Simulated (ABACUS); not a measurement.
**PbSe (Clausthalite) under changes of volume**

One of the cells (28.671 Å³/atom); the others are scaled copies at fixed shape and fractional positions:

```xyz
2
Lattice="0.0000 3.0606 3.0606 3.0606 0.0000 3.0606 3.0606 3.0606 0.0000" Properties=species:S:1:pos:R:3 pbc="T T T"
Pb    0.0000    0.0000    0.0000
Se    3.0606    3.0606    3.0606
```

* Program: ABACUS 3.10.1
* Functional: PBE
* Potentials or basis: PseudoDojo NC SR 0.4.1 PBE standard
* Cutoff: 1361 eV
* Density cutoff: 5442 eV
* Basis: DZP LCAO (the cutoffs set its grid)
* k mesh: 8 × 8 × 8
* Occupations: fermi-dirac, width 0.05 eV
* Spin: no spin polarisation

| volume (Å³/atom) | energy over the lowest point (meV/atom) | pressure (GPa) | gap on the mesh (eV) |
| --- | --- | --- | --- |
| 26.951 | 76.28 | 7.5 | 0.32 |
| 27.524 | 52.15 | 6.0 | 0.38 |
| 28.097 | 33.17 | 4.6 | 0.45 |
| 28.671 | 18.89 | 3.4 | 0.50 |
| 29.244 | ? | ? | ? |
| 29.818 | 2.78 | 1.2 | 0.61 |
| 30.391 | 0.00 | 0.3 | 0.65 |

Question: What does the run at 29.244 Å³/atom give?

Answer: Energy over the lowest point 8.93 meV/atom; pressure 2.2 GPa; gap on the mesh 0.56 eV.

Worked out: A Birch-Murnaghan fit of order 3 (a polynomial in V^(-2/3)) to the other rows has its minimum at 30.60 Å³/atom, just outside them, with B0 = V·E''(V) = 45 GPa and B' = 4.5. It gives 8.93 meV/atom at 29.244 Å³/atom, against the run's 8.93, and -dE/dV = 2.2 GPa, against 2.2. A straight line through the other rows of the gap, of slope 2.77 eV per unit of ln V (its deformation potential), gives 0.55 eV, against the run's 0.56.

Energies are extrapolated to zero smearing.

Caveats: the atomic orbitals were generated for these runs and aren't a published set; spin-orbit coupling is left out, which as a rule narrows the gap of such compounds by several tenths of an eV; the basis of atomic orbitals isn't converged, which shifts pressures, moduli and gaps.

A mesh can miss the band edges.
